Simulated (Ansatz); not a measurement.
**Mechanical response of MoP (P-6m2)**

```
Mo P
1.0
     3.23557    0.00000    0.00000
    -1.61779    2.80209    0.00000
     0.00000    0.00000    3.18113
Mo P
1 1
Direct
  0.00000 0.00000 0.00000
  0.33333 0.66667 0.50000
```

Conventional cell: a = 3.236 Å, b = 3.236 Å, c = 3.181 Å, α = 90.00°, β = 90.00°, γ = 120.00°. Mo (atom 1) is surrounded by 6 P at 2.45 Å. P (atom 2) has 6 Mo at 2.45 Å as nearest neighbours.

Computed, not measured; unless marked otherwise by r²SCAN, PAW on Ansatz 0.2.0's default frozen-core files (fitted under PBE), scalar-relativistic. k mesh 18×18×16, strains of ±0.008, Fermi-Dirac smearing of 0.080 eV, cutoff 500 eV. The cell was relaxed by PAW under this functional.

The cell is hexagonal and carries a residual pressure of 0.01 GPa at this level. Each strain component that symmetry leaves independent is applied at ±0.008, the ions relax wherever a strain frees them, and the stress (tension positive, GPa) is read. Shears are engineering strains, γ = 2ε.

```
strain    size      σxx      σyy      σzz      σyz     σxz     σxy
    xx  -0.008  -2.9861  -1.0158  -1.2628   0.0000  0.0000  0.0000
    xx  +0.008   2.8209   0.9627   1.1829   0.0000  0.0000  0.0000
    zz  -0.008  -1.2673  -1.2673  -4.1972   0.0000  0.0000  0.0000
    zz  +0.008   1.1789   1.1789   3.9820   0.0000  0.0000  0.0000
    yz  -0.008  -0.0231  -0.0281  -0.0390  -1.4055  0.0000  0.0000
    yz  +0.008  -0.0231  -0.0281  -0.0390   1.4055  0.0000  0.0000
```

A central difference gives one constant, for example C11 ≈ (2.8209 − (-2.9861))/(0.016) = 362.9 GPa; the program then imposes the crystal's symmetry on the whole matrix.

(1) What are the independent elastic constants?

(2) Is the crystal stable against homogeneous strain?

(3) What moduli does a random aggregate of grains have?

(4) With the density of 7.308 g/cm³, how fast does sound travel, and what Debye temperature follows?

Answers

(1) C11 = 362.9, C12 = 123.7, C13 = 152.9, C33 = 511.2, C44 = 175.7 GPa.

(2) The least eigenvalue of the 6×6 matrix is 119.6 GPa, so yes.

(3) Voigt and Reuss bounds: B from 225.1 to 232.9 and G from 142.8 to 148.0 GPa; their means are B = 229.0 and G = 145.4 GPa. Then E = 9BG/(3B + G) = 360.0 GPa, ν = (3B − 2G)/(6B + 2G) = 0.238 and B/G = 1.57, on the brittle side of Pugh's 1.75 (a rule of thumb).

(4) 

| direction | slow (m/s) | middle (m/s) | fast (m/s) |
| --- | --- | --- | --- |
| x | 4046 | 4903 | 7047 |
| y | 4046 | 4903 | 7047 |
| z | 4903 | 4903 | 8364 |

The mean of v⁻³ over directions and branches gives v_m = 4920 m/s and θ_D = (ħ/k_B) v_m (6π²n)^(1/3) = 602 K, n being atoms per volume. Young's modulus spans 298 to 427 GPa over directions, and the universal anisotropy index is 0.22.

Caveats: frozen-core PAW files fitted under PBE, their cores solved anew for the functional of the run; responses of metals move with mesh and smearing; elastic stability says nothing of phonons or of other phases.
